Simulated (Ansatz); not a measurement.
# In2O3: relaxation of cell and atoms with LDA

The system is In2O3.

```
In O
1.0
     2.74350    1.58396    4.83667
    -2.74350    1.58396    4.83667
     0.00000   -3.16792    4.83667
In O
4 6
Direct
  0.85731 0.85731 0.85731
  0.64269 0.64269 0.64269
  0.14269 0.14269 0.14269
  0.35731 0.35731 0.35731
  0.04800 0.75000 0.45200
  0.75000 0.45200 0.04800
  0.45200 0.04800 0.75000
  0.95200 0.25000 0.54800
  0.25000 0.54800 0.95200
  0.54800 0.95200 0.25000
```

```
Program             : Ansatz 0.2.0
Task                : relaxation of cell and atoms
Functional          : LDA
Potentials or basis : Ansatz PAW
Cutoff              : 420 eV (not typed: the program's choice for these potentials)
k mesh              : 6 × 6 × 6
Occupations         : fermi-dirac, width 0.05 eV
Spin                : no spin polarisation
```

The relaxed volume is 12.38 Å³/atom. The relaxed cell is a = 5.735 Å, b = 5.735 Å, c = 5.735 Å, α = 56.87°, β = 56.87°, γ = 56.87°. The space group after relaxing (to 0.05 Å) is R-3c (No. 167). The energy gained by relaxing is 3.1 meV/atom, the ionic steps are 8 and the pressure after relaxing is 0.0 GPa. The band gap on the k mesh is 1.29 eV, indirect (least direct gap 1.32 eV).

The path:
| step | energy change (eV) | largest force (eV/Å) | volume (Å³) |
| --- | --- | --- | --- |
| 1 | 0.0000 | 0.1670 | 126.11 |
| 2 | -0.0426 | 0.0535 | 123.49 |
| 3 | -0.0423 | 0.0204 | 123.78 |
| 4 | -0.0421 | 0.0145 | 123.86 |
| 5 | -0.0421 | 0.0005 | 123.86 |
| 6 | -0.0307 | 0.0010 | 123.86 |
| 7 | -0.0312 | 0.0001 | 123.77 |
| 8 | -0.0306 | 0.0000 | 123.77 |

Final structure:
```cif
data_structure
_symmetry_space_group_name_H-M 'P 1'
_symmetry_Int_Tables_number 1
_cell_length_a 5.7354
_cell_length_b 5.7354
_cell_length_c 5.7354
_cell_angle_alpha 56.868
_cell_angle_beta 56.868
_cell_angle_gamma 56.868
_cell_volume 123.77
loop_
_atom_site_label
_atom_site_type_symbol
_atom_site_fract_x
_atom_site_fract_y
_atom_site_fract_z
_atom_site_occupancy
In1 In 0.85768 0.85768 0.85768 1
In2 In 0.64232 0.64232 0.64232 1
In3 In 0.14232 0.14232 0.14232 1
In4 In 0.35768 0.35768 0.35768 1
O1 O 0.04553 0.75000 0.45447 1
O2 O 0.75000 0.45447 0.04553 1
O3 O 0.45447 0.04553 0.75000 1
O4 O 0.95447 0.25000 0.54553 1
O5 O 0.25000 0.54553 0.95447 1
O6 O 0.54553 0.95447 0.25000 1
```

Levels at points of the mesh, in eV from the valence-band top:
| k point | band 42 | band 43 | band 44 | band 45 | band 46 | band 47 |
| --- | --- | --- | --- | --- | --- | --- |
| (0.00, 0.00, 0.00) | -0.28 | -0.03 | -0.03 | 1.29 | 5.41 | 6.23 |
| (0.00, 0.00, -0.50) | -0.75 | -0.07 | -0.07 | 4.97 | 4.97 | 5.85 |
| (0.00, -0.50, -0.50) | -0.34 | -0.08 | -0.04 | 5.23 | 5.50 | 6.45 |
| (-0.50, -0.50, -0.50) | -0.20 | -0.20 | -0.20 | 4.41 | 4.41 | 7.18 |

Wall time 28 s on 4 threads of Intel(R) Xeon(R) Platinum 8259CL CPU @ 2.50GHz (Skylake/Cascade Lake) (shared host), peak memory 0.64 GiB.

Caveat: the plane-wave basis is chosen anew once the cell has moved, so the energies of steps on either side of that aren't comparable; the pressure holds a Pulay correction of +0.9 GPa for the finite cutoff; spin-orbit coupling is left out, which moves the levels of the heavy elements; the PAW data sets come from PBE, with cores solved anew for the run's functional, which leaves a small shift of forces and pressure. Zero-point motion and thermal expansion aren't in these numbers.
